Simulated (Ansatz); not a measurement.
Relaxed-ion elastic tensor of ZrO$_{2}$ (fluorite, Fm-3m) in GPa (Voigt order), PBE in the plane-wave PAW code Ansatz; density 6.11 g/cm³, 11.16 Å³ per atom.

|  | 1 | 2 | 3 | 4 | 5 | 6 |
|---|---|---|---|---|---|---|
| 1 | 521 | 94.2 | 94.2 | 0.0 | 0.0 | 0.0 |
| 2 | 94.2 | 521 | 94.2 | 0.0 | 0.0 | 0.0 |
| 3 | 94.2 | 94.2 | 521 | 0.0 | 0.0 | 0.0 |
| 4 | 0.0 | 0.0 | 0.0 | 61.5 | 0.0 | 0.0 |
| 5 | 0.0 | 0.0 | 0.0 | 0.0 | 61.5 | 0.0 |
| 6 | 0.0 | 0.0 | 0.0 | 0.0 | 0.0 | 61.5 |

Q: Is the crystal mechanically stable?

A: Yes: the smallest eigenvalue of C is 61.5 GPa.

Q: Work out the Voigt, Reuss and Hill averages.

A: K_V = 237, K_R = 237, K_H = 237; G_V = 122, G_R = 86.0, G_H = 104 GPa.

Q: Give Young's modulus, Poisson's ratio, Pugh's ratio and the universal anisotropy index.

A: E = 9KG/(3K + G) = 272 GPa; ν = 0.31; K/G = 2.27 (ductile by the Pugh limit of 1.75); A_U = 5G_V/G_R + K_V/K_R − 6 = 2.11.

Q: Estimate the sound speeds and the Debye temperature.

A: v_l = √((K + 4G/3)/ρ) = 7840 m/s, v_t = √(G/ρ) = 4130 m/s, mean 4610 m/s; Θ = (h/k)(3n/4πV)^(1/3) v_m = 615 K.

Q: Give the Zener ratio and Young's modulus along [100], [110] and [111].

A: A = 2C44/(C11 − C12) = 0.29; 1/E = S11 − 2(S11 − S12 − S44/2)Γ with Γ = 0, 1/4, 1/3 gives 492, 203, 170 GPa.

Q: Solve the Christoffel equation for the three sound speeds along [100], [110], [111].

A: Eigenvalues of C_ijkl n_j n_l equal ρv². In km/s, slowest first: [100] 3.17, 3.17, 9.23; [110] 3.17, 5.91, 7.77; [111] 5.16, 5.16, 7.22.

This is a known high-temperature phase of the composition, computed here at zero pressure and temperature. The cell was relaxed with PBE under the symmetry of its start. At this level the phase is dynamically unstable (imaginary phonons). The run is not spin-polarised.

Potentials: the later of the program's two PAW sets.
